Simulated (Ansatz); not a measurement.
Wires are cut from relaxed bulk MgO (P6_3mc, not its usual structure, 11.86 Å³/atom, gap on the mesh 3.36 eV); atoms and period are relaxed, and energies count from that bulk.

These are results of Ansatz 0.2.0, DFT PBEsol, scalar-relativistic, plane waves, PAW, not measurements.

Cutoff 420 eV, Gaussian smearing of 0.05 eV, energies at zero smearing, symmetry of each start kept, collinear spin where a moment is listed.

| start | atoms | k mesh | excess energy (eV per host atom) | line energy (eV/Å) | period (Å) | gap on the mesh (eV) | highest filled level or Fermi level under vacuum (eV) | size of the moment (μB per cell) |
| --- | --- | --- | --- | --- | --- | --- | --- | --- |
| [001] wire, 14 host atoms a period* | 14 | 1×1×7 | 0.414 | 1.485 | 3.907 | 3.20 | 5.36 | 0.00 |
| [001] wire, 18 host atoms a period* | 18 | 1×1×7 | 0.286 | 1.296 | 3.967 | 3.49 | 5.33 | 0.00 |

* ends far from its start.

The gap is read on a mesh, which can miss the band edges, so it can be too wide.

Each run keeps its start's symmetry and one magnetic start, so lower states can exist.

Cost: 2 runs of about 18 core-minutes in all, on AMD EPYC 9R45 (Zen 5) (shared hosts).